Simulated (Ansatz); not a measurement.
# Sb8H: the cost of one run

Method: DFT PBE, scalar-relativistic, plane waves, PAW, and further levels as typed in the inputs, in Ansatz 0.2.0.

**1. The starting structure**

Symmetry: P3m1, No. 156, trigonal system. Conventional cell: a = 4.308 Å, b = 4.308 Å, c = 28.783 Å, α = 90.00°, β = 90.00°, γ = 120.00°. Around Sb (site symmetry 3m) lie 3 Sb at 2.91 Å. Sb (site symmetry 3m) has 3 Sb at 2.91 Å and 3 H at 3.20 Å as nearest neighbours. Around Sb (site symmetry 3m) lie 3 H at 2.54 Å and 3 Sb at 2.91 Å. Sb (site symmetry 3m) is surrounded by 1 H at 1.75 Å. Only part of the 9 independent sites is listed.

Structure file:

```
CELL_PARAMETERS angstrom
4.30840 0.00000 0.00000
-2.15420 3.73118 0.00000
0.00000 0.00000 28.78321
ATOMIC_POSITIONS crystal
Sb 0.66667 0.33333 0.27794
Sb 0.00000 0.00000 0.33037
Sb 0.33333 0.66667 0.40850
Sb 0.66667 0.33333 0.46094
Sb 0.00000 0.00000 0.53906
Sb 0.33333 0.66667 0.59150
Sb 0.66667 0.33333 0.66963
Sb 0.00000 0.00000 0.72206
H 0.66667 0.33333 0.60883
```

**2. Relaxing the atoms: Sb8H slab, no spin**

input.yaml reads:

```yaml
crystal:
  lattice:
    - [4.3084, 0.0, 0.0]
    - [-2.1542, 3.7311838497, 0.0]
    - [0.0, 0.0, 28.7832128]
  atoms:
    - { symbol: Sb, position: [0.6666666667, 0.3333333333, 0.2779397858] }
    - { symbol: Sb, position: [0.0, 0.0, 0.3303735711] }
    - { symbol: Sb, position: [0.3333333333, 0.6666666667, 0.4085020002] }
    - { symbol: Sb, position: [0.6666666667, 0.3333333333, 0.4609357855] }
    - { symbol: Sb, position: [0.0, 0.0, 0.5390642145] }
    - { symbol: Sb, position: [0.3333333333, 0.6666666667, 0.5914979998] }
    - { symbol: Sb, position: [0.6666666667, 0.3333333333, 0.6696264289] }
    - { symbol: Sb, position: [0.0, 0.0, 0.7220602142] }
    - { symbol: H, position: [0.6666666667, 0.3333333333, 0.6088271008] }
scf:
  occupations: { method: gaussian, width: 0.05 }
output:
  forces: true
  write_density: true
  write_potential: true
  elf: true
  volumetric_format: npy
hamiltonian:
  xc: pbe
kpoints:
  mp_grid: { grid: [10, 10, 1] }
efield:
  axis: 3
  dipole_correction: true
relax:
  f_tol: 0.01
  max_steps: 80
  constraints: [{ sites: [0, 1] }]
```

Launch:

```bash
$ ansatz run input.yaml --threads 8 --pin off --max-ram 12288MiB --backend cpu --events-out ev --progress --plain --runs-dir out
```

What time and memory should one allow on 8 threads of Arm Neoverse V1, shared host?

About 81 s, with a peak of 1.8 GiB.
